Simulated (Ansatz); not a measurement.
# Rb (sc type): how the settings move a single-point run

How sensitive is a single-point run of Rb (sc type) to its settings? A reference run comes first, then one run with altered input.

This is Rb in the simple cubic structure; at room conditions it is bcc.

Computed with Ansatz 0.2.0 (reference: DFT, PBE, all-electron LAPW, scalar-relativistic, unless a step's input says otherwise).

### 1 Starting point

The structure is cubic, space group Pm-3m (No. 221). The conventional cell has a = 4.619 Å, b = 4.619 Å, c = 4.619 Å, α = 90.00°, β = 90.00°, γ = 90.00°.

Coordinates:

```cif
data_structure
_symmetry_space_group_name_H-M 'P 1'
_symmetry_Int_Tables_number 1
_cell_length_a 4.6187
_cell_length_b 4.6187
_cell_length_c 4.6187
_cell_angle_alpha 90.000
_cell_angle_beta 90.000
_cell_angle_gamma 90.000
_cell_volume 98.53
loop_
_atom_site_label
_atom_site_type_symbol
_atom_site_fract_x
_atom_site_fract_y
_atom_site_fract_z
_atom_site_occupancy
Rb1 Rb 0.00000 0.00000 0.00000 1
```

### 2 The reference run

Contents of input.yaml:

```yaml
crystal:
  lattice:
    - [4.618690808, 0.0, 0.0]
    - [0.0, 4.618690808, 0.0]
    - [0.0, 0.0, 4.618690808]
  atoms:
    - { symbol: Rb, position: [0.0, 0.0, 0.0] }
kpoints:
  mp_grid: { grid: [9, 9, 9] }
  band_path:
    path:
      - [0.0, 0.0, 0.0]
      - [0.0, 0.5, 0.0]
      - [0.5, 0.5, 0.0]
      - [0.0, 0.0, 0.0]
      - [0.5, 0.5, 0.5]
      - [0.0, 0.5, 0.0]
      - [0.5, 0.5, 0.5]
      - [0.5, 0.5, 0.0]
    npoints: 14
scf:
  occupations: { method: fermi_dirac, width: 0.08 }
hamiltonian:
  xc: pbe
  pseudopotentials: { kind: all_electron, lapw: { basis_error: 0.001 } }
output:
  forces: true
  stress: true
  eigenvalues: true
  populations: true
  dos: { projected: true, de: 0.2, e_range: [-14, 8] }
```

The run is started by

```sh
$ ansatz run input.yaml --threads 1 --pin off --max-ram 2048MiB --backend cpu --events-out ev --progress --plain --runs-dir out
```

### 3 Changing settings: starting moments, spin_polarized true

Changes to input.yaml since step 2:

```diff
@@ -6,3 +6,3 @@
   atoms:
-    - { symbol: Rb, position: [0.0, 0.0, 0.0] }
+    - { symbol: Rb, position: [0.0, 0.0, 0.0], spin: 0.2 }
 kpoints:
@@ -30,2 +30,3 @@
   populations: true
-  dos: { projected: true, de: 0.2, e_range: [-14, 8] }
+magnetization:
+  spin_polarized: true
```

What does the calculation give? Wanted: for each run, ending; energy change; pressure; gap; force.

The runs gave:

| run | ending | energy change | pressure (GPa) | gap (eV) | force (eV/Å) | cycles | time |
| --- | --- | --- | --- | --- | --- | --- | --- |
| reference | converged | 0 | 0.0 | 0.00 | 0.00 | 6 | 2.5 s |
| 1: starting moments, spin_polarized true | converged | 0.0 meV/atom | 0.0 | 0.00 | 0.00 | 15 | 7.1 s |

Times don't compare one to one where runs were asked for different outputs or read a saved state (see the inputs); cycles may leave out searches for a lower state.

Residual by cycle in the longest SCF loop of each run; runs are numbered as in the table. The quantity is the density residual dr2, in eV.

| cycle | reference | run 1 |
| --- | --- | --- |
| 1 | 0.00797 | 0.0079 |
| 2 | 0.0054 | 0.00633 |
| 4 | 1.1e-6 | 1.8e-5 |
| 5 | 7.1e-8 | 2.2e-6 |
| 6 | 3.1e-9 | 1.2e-7 |
| 7 | - | 5.9e-9 |
| 9 | - | 1.1e-9 |
| 10 | - | 6.2e-11 |
| 11 | - | 3.7e-12 |
| 12 | - | 2.8e-13 |
| 14 | - | 2.3e-14 |
| 15 | - | 3.2e-15 |

**Reading.** With the changed spin polarisation the energy stays within 0.5 meV/atom: no moment survives, so both runs end on the same non-magnetic state.
